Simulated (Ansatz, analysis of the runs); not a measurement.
# Conductance against length: trans-(CH=CH)1 chain with amine ends, between Au (111) faces with adatoms, and longer members, part 2 of 5

Aim: the decay constant of the conductance with molecular length.

Ansatz 0.2.0; DFT PBE, plane waves, PAW; relaxation of a junction, electrodes held but for their tips (the session's first sound run).

So far. Step 2 (Relaxing the junction, 84 atoms, molecule oligoene 1 …): The largest force component on a free atom ends at 0.042 eV/Å, under the limit of 0.05. The apex atoms end 6.74 Å apart, and their nearest bridge atoms lie at 2.25 Å (Au–N) and 2.25 Å (Au–N).

## (3) The open system, 84 atoms, molecule oligoene 1, amine ends, units 1

This step: DFT PBE, plane waves, PAW; transmission of a junction between electrodes (Ansatz 0.2.0).

The cell is now read as a scatterer between two semi-infinite leads, named by two sites one period apart. The scattering states in its self-consistent potential are matched to the leads' states at each energy. A mesh across the current samples the surface zone of the faces.

File input.yaml:

```yaml
crystal:
  lattice:
    - [8.8246926292, 0.0, 0.0]
    - [4.4123463146, 7.6424079975, 0.0]
    - [0.0, 0.0, 27.7992567948]
  atoms:
    - { symbol: Au, position: [0.722222222, 0.722222222, 5.5e-09] }
    - { symbol: Au, position: [0.722222222, 0.055555556, 5.5e-09] }
    - { symbol: Au, position: [0.722222222, 0.388888889, 5.5e-09] }
    - { symbol: Au, position: [0.055555556, 0.722222222, 5.5e-09] }
    - { symbol: Au, position: [0.055555556, 0.055555556, 5.5e-09] }
    - { symbol: Au, position: [0.055555556, 0.388888889, 5.5e-09] }
    - { symbol: Au, position: [0.388888889, 0.722222222, 5.5e-09] }
    - { symbol: Au, position: [0.388888889, 0.055555556, 5.5e-09] }
    - { symbol: Au, position: [0.388888889, 0.388888889, 5.5e-09] }
    - { symbol: Au, position: [0.833333333, 0.833333333, 0.0863971755] }
    - { symbol: Au, position: [0.833333333, 0.166666667, 0.0863971755] }
    - { symbol: Au, position: [0.833333333, 0.5, 0.0863971755] }
    - { symbol: Au, position: [0.166666667, 0.833333333, 0.0863971755] }
    - { symbol: Au, position: [0.166666667, 0.166666667, 0.0863971755] }
    - { symbol: Au, position: [0.166666667, 0.5, 0.0863971755] }
    - { symbol: Au, position: [0.5, 0.833333333, 0.0863971755] }
    - { symbol: Au, position: [0.5, 0.166666667, 0.0863971755] }
    - { symbol: Au, position: [0.5, 0.5, 0.0863971755] }
    - { symbol: Au, position: [0.944444444, 0.944444444, 0.172794346] }
    - { symbol: Au, position: [0.944444444, 0.277777778, 0.172794346] }
    - { symbol: Au, position: [0.944444444, 0.611111111, 0.172794346] }
    - { symbol: Au, position: [0.277777778, 0.944444444, 0.172794346] }
    - { symbol: Au, position: [0.277777778, 0.277777778, 0.172794346] }
    - { symbol: Au, position: [0.277777778, 0.611111111, 0.172794346] }
    - { symbol: Au, position: [0.611111111, 0.944444444, 0.172794346] }
    - { symbol: Au, position: [0.611111111, 0.277777778, 0.172794346] }
    - { symbol: Au, position: [0.611111111, 0.611111111, 0.172794346] }
    - { symbol: Au, position: [0.055555556, 0.055555556, 0.2591915165] }
    - { symbol: Au, position: [0.055555556, 0.388888889, 0.2591915165] }
    - { symbol: Au, position: [0.055555556, 0.722222222, 0.2591915165] }
    - { symbol: Au, position: [0.388888889, 0.055555556, 0.2591915165] }
    - { symbol: Au, position: [0.388888889, 0.388888889, 0.2591915165] }
    - { symbol: Au, position: [0.388888889, 0.722222222, 0.2591915165] }
    - { symbol: Au, position: [0.722222222, 0.055555556, 0.2591915165] }
    - { symbol: Au, position: [0.722222222, 0.388888889, 0.2591915165] }
    - { symbol: Au, position: [0.722222222, 0.722222222, 0.2591915165] }
    - { symbol: Au, position: [0.5140445784, 0.4925287115, 0.3355599219] }
    - { symbol: "N", position: [0.3520605368, 0.5651962062, 0.4031434429] }
    - { symbol: C, position: [0.460564028, 0.4691060867, 0.4425206142] }
    - { symbol: C, position: [0.539435972, 0.5308939133, 0.4710822267] }
    - { symbol: "N", position: [0.6479394632, 0.4348037938, 0.510459398] }
    - { symbol: H, position: [0.2557299736, 0.5362048168, 0.3960845766] }
    - { symbol: H, position: [0.296198883, 0.6977260348, 0.4068219337] }
    - { symbol: H, position: [0.483920444, 0.3359154993, 0.4457768561] }
    - { symbol: H, position: [0.516079556, 0.6640845007, 0.4678259848] }
    - { symbol: H, position: [0.703801117, 0.3022739652, 0.5067809072] }
    - { symbol: H, position: [0.7442700264, 0.4637951832, 0.5175182643] }
    - { symbol: Au, position: [0.4859554216, 0.5074712885, 0.578042919] }
    - { symbol: Au, position: [0.277777778, 0.277777778, 0.6544113245] }
    - { symbol: Au, position: [0.277777778, 0.611111111, 0.6544113245] }
    - { symbol: Au, position: [0.277777778, 0.944444444, 0.6544113245] }
    - { symbol: Au, position: [0.611111111, 0.277777778, 0.6544113245] }
    - { symbol: Au, position: [0.611111111, 0.611111111, 0.6544113245] }
    - { symbol: Au, position: [0.611111111, 0.944444444, 0.6544113245] }
    - { symbol: Au, position: [0.944444444, 0.277777778, 0.6544113245] }
    - { symbol: Au, position: [0.944444444, 0.611111111, 0.6544113245] }
    - { symbol: Au, position: [0.944444444, 0.944444444, 0.6544113245] }
    - { symbol: Au, position: [0.388888889, 0.388888889, 0.740808495] }
    - { symbol: Au, position: [0.388888889, 0.722222222, 0.740808495] }
    - { symbol: Au, position: [0.388888889, 0.055555556, 0.740808495] }
    - { symbol: Au, position: [0.722222222, 0.388888889, 0.740808495] }
    - { symbol: Au, position: [0.722222222, 0.722222222, 0.740808495] }
    - { symbol: Au, position: [0.722222222, 0.055555556, 0.740808495] }
    - { symbol: Au, position: [0.055555556, 0.388888889, 0.740808495] }
    - { symbol: Au, position: [0.055555556, 0.722222222, 0.740808495] }
    - { symbol: Au, position: [0.055555556, 0.055555556, 0.740808495] }
    - { symbol: Au, position: [0.5, 0.5, 0.8272056655] }
    - { symbol: Au, position: [0.5, 0.833333333, 0.8272056655] }
    - { symbol: Au, position: [0.5, 0.166666667, 0.8272056655] }
    - { symbol: Au, position: [0.833333333, 0.5, 0.8272056655] }
    - { symbol: Au, position: [0.833333333, 0.833333333, 0.8272056655] }
    - { symbol: Au, position: [0.833333333, 0.166666667, 0.8272056655] }
    - { symbol: Au, position: [0.166666667, 0.5, 0.8272056655] }
    - { symbol: Au, position: [0.166666667, 0.833333333, 0.8272056655] }
    - { symbol: Au, position: [0.166666667, 0.166666667, 0.8272056655] }
    - { symbol: Au, position: [0.611111111, 0.611111111, 0.9136028355] }
    - { symbol: Au, position: [0.611111111, 0.944444444, 0.9136028355] }
    - { symbol: Au, position: [0.611111111, 0.277777778, 0.9136028355] }
    - { symbol: Au, position: [0.944444444, 0.611111111, 0.9136028355] }
    - { symbol: Au, position: [0.944444444, 0.944444444, 0.9136028355] }
    - { symbol: Au, position: [0.944444444, 0.277777778, 0.9136028355] }
    - { symbol: Au, position: [0.277777778, 0.611111111, 0.9136028355] }
    - { symbol: Au, position: [0.277777778, 0.944444444, 0.9136028355] }
    - { symbol: Au, position: [0.277777778, 0.277777778, 0.9136028355] }
kpoints:
  mp_grid: { grid: [4, 4, 1] }
scf:
  occupations: { method: fermi_dirac, width: 0.1 }
hamiltonian:
  xc: pbe
output:
  transmission: { leads: [[75, 0]], e_range: [-0.7, 0.7], de: 0.035, kmesh: [4, 4] }
  dos: { projected: true, e_range: [-5, 4] }
  write_potential: true
  write_density: true
  volumetric_format: npy
```

The run is started by

```
$ ansatz run input.yaml --threads 16 --pin off --max-ram 61440MiB --backend cuda --events-out ev --progress --plain --runs-dir out --max-vram 78GiB
```

Numbers of over 12 decimals in the logs are rounded to 6 here.

What it wrote:

```text
[...]
Crystal: 84 atoms, lattice volume = 1874.835 Å³
Basis set: ecut = 420 eV, 36543 PW (Γ)
Bands: 858, of which v1, the nominal top of the filled ones, is band 715 counted from 1 (714 counted from 0)
Symmetry: 2 space group operations
[...]
k-points: 10 of 16
[...]
SCF iter   1: F=—  HF=-974409.979961 eV  |F-HF|=—  |Δ(HF+E_count)|=         —  Δρ=4.07e-3  dr2=9.67e0  ethr=1.77e-3  ⟨swp⟩=5.0  Hψ=29849  notcnv=0  defer=983
[...]
SCF iter   9: F=-974409.693068 eV  HF=-974409.693068 eV  |F-HF|=1.05e-9  |Δ(HF+E_count)|=   1.85e-8  Δρ=7.13e-7  dr2=1.14e-8  ethr=6.99e-12  ⟨swp⟩=12.7  Hψ=39055  notcnv=0
SCF 1 converged in 9 iterations: F = -974409.693068 eV  dr2 = 1.14e-8
[...]
transmission: 52 of 440 steps passed
transmission: 89 of 440 steps passed
[...]
transmission: 440 of 440 steps passed
[...]
SCF converged after 9 iterations
[...]
--- Transmission ---
  basis      : 595 plane waves across, 44 finite elements along
  points     : 10, standing for a mesh of 4 x 4
  on the GPU : 9 of these points; the CPU solved the others: they were too small for the GPU, or it had no memory for them, could not solve them or had refused or failed an earlier call
  filling    : by the input's occupations and mesh, since the crystals that have channels conduct as metals do. If one of these is a semiconductor, that mesh has misplaced its level
  energies   : 41 from -0.700000 to 0.700000 eV about the Fermi level, 0.035000 eV apart; the leads are filled to 0.000000 eV, and channels, transmission and decay are at 0.000000 eV
  crystal 0  : Au9, at the sites [75, 0], period 2.4018 Å, over 19.21 Å; its Hamiltonian steps by up to 29.5 meV: too much for a lead, lay more layers or, if its atoms are ordered, name the step of that order
    offset         : up to 0.0000 Å between an atom of the period and one for which it stands
    filled         : 0.3 meV under the level at which it is neutral
    channels       : 7.687500e0 a spin
    conductance    : 8.8212e14 S/m² at 300 K; may be off by some 0.0 % by where its bands' edges are placed, 11.5 % from the k-mesh, 0.0 % from the distance to neutral
  junction   : crystal 0 to crystal 0, -0.50 to 24.89 Å
    transmission   : 4.126031e-2 a spin
    conductance    : 4.7688e12 S/m² at 300 K (3.5905e12 on every other point, 4.7347e12 on every other energy)
    error estimate : 0.7 % from the energy spacing and 3.9 % from band edges of the leads and from resonances (wavevectors taken as independent; lower de), 50.3 % from the k-mesh, 8.9 % from the steps of its leads' Hamiltonians or their offsets (lay more layers), 0.0 % from the distance to neutral
    resistance     : 2.0856e-1 Ω µm² beyond half of each lead's own
```

Run time: 7.5 min. Hardware: 1 × NVIDIA GB200 with 16 threads of Arm Neoverse V2, shared host; peak memory 18 GiB; 68 min of CPU time.

Numbers from this step:

```
energy at zero smearing                                      : -974409.2187 eV
transmission at the energy nearest the Fermi level, one spin : 0.04126
step of the lead's Hamiltonian                               : 29.5 meV
conductance of the junction                                  : 0.04151 G₀
conductance of the bulk lead, a 3×3 cell, mean over the mesh : 7.678 G₀
channels of the bulk lead, one spin, mean over the mesh      : 7.688
```

Table of transmission, one spin by energy, zero at the Fermi level:

```csv
energy (eV),"transmission, one spin"
-0.700,0.0909
-0.665,0.0883
-0.595,0.0879
-0.560,0.0900
-0.490,0.0870
-0.455,0.0780
-0.420,0.0683
-0.350,0.0559
-0.315,0.0529
-0.280,0.0507
-0.210,0.0474
-0.175,0.0460
-0.105,0.0437
-0.070,0.0427
-0.035,0.0419
0.000,0.0413
0.035,0.0409
0.070,0.0410
0.105,0.0413
0.175,0.0458
0.210,0.0637
0.280,0.0279
0.315,0.0225
0.350,0.0203
0.420,0.0186
0.455,0.0182
0.490,0.0178
0.560,0.0175
0.595,0.0174
0.665,0.0174
0.700,0.0173
```

Table of open channels of the lead, one spin by energy, zero at the Fermi level:

```csv
energy (eV),"open channels of the lead, one spin"
-0.700,5.69
-0.630,5.81
-0.560,5.81
-0.490,5.81
-0.420,6.56
-0.350,6.56
-0.315,7.31
-0.245,7.69
-0.175,7.69
-0.105,7.69
-0.035,7.69
0.000,7.69
0.035,7.69
0.105,7.69
0.175,7.69
0.245,7.31
0.315,7.31
0.350,7.31
0.420,7.31
0.490,7.31
0.560,7.31
0.630,7.31
0.700,7.31
```

The planar mean of the electrostatic potential energy, less the Fermi level oscillates, so the rows of the table below give means over windows of 2.53 Å about each position, cut where the curve ends. Its maxima inside the range that stand out by 2 % of the span (Å: eV): 1.3: 0.716, 3.6: 0.933, 5.9: 0.860, 8.5: 2.77, 10.3: 3.27, 11.7: 2.03, 13.8: 1.95, 15.1: 3.29, 16.7: 2.76, 19.3: 0.626, 21.9: 0.847, 24.2: 0.920, 26.6: 0.885. Its minima: 2.3: -16.1, 4.8: -16.2, 7.2: -16.0, 9.4: 2.21, 11.3: 1.37, 12.5: 1.12, 14.2: 1.35, 15.9: 2.22, 18.2: -16.0, 20.6: -16.2, 22.9: -15.9, 25.3: -16.2.

Planar mean of the electrostatic potential energy, less the Fermi level against z; means over each step:

z (Å), planar mean of the electrostatic potential energy, less the Fermi level (eV) and a bar from the least value:
```
     1.26       -8.2 
     3.79       -8.2 
     6.33       -8.1 
     8.86        0.5 ##########################
    11.39        2.0 ##############################
    13.92        1.9 ##############################
    16.45        0.9 ###########################
    18.98       -7.9 #
    21.51       -8.1 
    24.04       -8.2 
    26.57       -7.7 ##
```

By hand: the program gives 4.7688 × 10^12 S/m² over the cell's cross-section of 67.44 Å² = 6.744 × 10^-19 m², so one cell conducts 3.216 × 10^-6 S. Divided by G0 = 2e²/h = 7.748 × 10^-5 S this is 0.0415 G0, a resistance of 311 kΩ.

The conductance is 0.0415 G₀. The value hangs on where a semilocal functional puts the molecule's levels, which is known only roughly. The lead's Hamiltonian steps by 29.5 meV, which the program calls too much for a lead. The largest term of the program's error estimate is 50 %, from the k-mesh.

## (4) Conductance and thermopower from T(E), 84 atoms

This step: Landauer integrals over the computed T(E), interpolated linearly between its energies (analysis of the runs above).

Conductance and thermopower are moments of T(E) over the thermal window; sliding the window along E stands for a gate that leaves T(E) rigid.

This step gave:

```yaml
conductance_at_300_k_interpolated_from_t_e: 0.04154 G₀
thermopower_at_300_k: 1.833 μV/K
lorenz_number_over_l0: 1.023
```

T(E) held rigid; rough near sharp steps of T(E). The conductance at 300 K by shift of the leads' level:

```csv
shift of the leads' level (eV),conductance at 300 K (G₀)
-0.350,0.0575
-0.300,0.0526
-0.250,0.0495
-0.200,0.0472
-0.150,0.0452
-0.100,0.0437
-0.050,0.0424
0.000,0.0415
0.050,0.0413
0.100,0.0422
0.150,0.0454
0.200,0.0487
0.250,0.0411
0.300,0.0286
0.350,0.0220
```

T(E) held rigid; rough near sharp steps of T(E). The thermopower at 300 K by shift of the leads' level:

```csv
shift of the leads' level (eV),thermopower at 300 K (μV/K)
-0.350,16.2
-0.300,11.2
-0.250,8.13
-0.200,6.61
-0.150,5.69
-0.100,4.81
-0.050,3.63
0.000,1.83
0.050,-1.19
0.100,-6.38
0.150,-10.9
0.200,4.75
0.250,39.0
0.300,48.0
0.350,29.3
```

The two levels move by half the bias each and T(E) is held rigid. Table of current from the zero-bias T(E) by bias:

```csv
bias (V),current from the zero-bias T(E) (μA)
0.000,0
0.100,0.323
0.200,0.651
0.300,0.992
0.400,1.35
0.500,1.72
0.600,2.05
0.700,2.36
0.800,2.68
```

By hand, Mott's formula: S = −(π²k²T/3e) d ln T/dE, and π²k²T/3e = 7.33 μV/K × eV at 300 K. The computed T is 0.0427 at -0.070 eV and 0.0410 at +0.070 eV, so d ln T/dE ≈ -0.292 per eV and S ≈ 2.14 μV/K, against 1.83 from the integrals.

The thermopower is 1.83 μV/K. The Lorenz ratio is 1.02, where the Wiedemann-Franz law gives 1. These values rest on a semilocal level alignment and on the mesh across the current. Moving the level by up to 0.1 eV either way gives -6.4 to 4.8 μV/K.

(Part 2 of 5 ends here.)

[Logs are printed without paths, hosts, clocks, repeated set-up lines and the standing remarks that a program may print on its own settings, such as how far it seeks lower states.]

[Hosts, paths, dates, database ids (printed as entryN), source tags and the programs' standing remarks are cut or masked in the printed files.]
